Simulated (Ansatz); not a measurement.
**GaN: the gap against volume**

GaN, P6_3mc, a = 3.183 Å, c = 5.185 Å. Ansatz: PBEsol, PAW, 420 eV, Γ-centred 12×12×6 mesh on 4 atoms, Gaussian smearing 0.02 eV; no spin polarisation. Shape and atoms are relaxed at each volume; x = ln(V/V0) with V0 = 11.371 Å³/atom. The gap is read at the mesh points alone.

| x | gap y (eV) |
| --- | --- |
| -0.0619 | ? |
| -0.0305 | 2.075 |
| 0.0000 | 1.875 |
| 0.0296 | 1.681 |
| 0.0583 | 1.493 |

Task: Fit a straight line to the other rows, give the volume deformation potential of the gap and its pressure coefficient, and predict the missing gap. B0 = 188.4 GPa.

Result: Means x = 0.01435, y = 1.7810; Σ(Δx)² = 0.004382, ΣΔxΔy = -0.02872; the slope is their ratio. y = 1.8751 − 6.5541 x. The slope is the deformation potential a = dE_g/d ln V = -6.55 eV, and dE_g/dP = −a/B0 = 34.8 meV/GPa. At x = -0.0619 the fit asked for gives 2.281 eV. The run gave 2.282 eV, so the fit is 0.001 eV too low, a small miss on the scale of the series. The form still works here, 35 % of the fitted range beyond its end.

Semilocal functionals give gaps under the measured ones; changes of the gap mostly carry over better.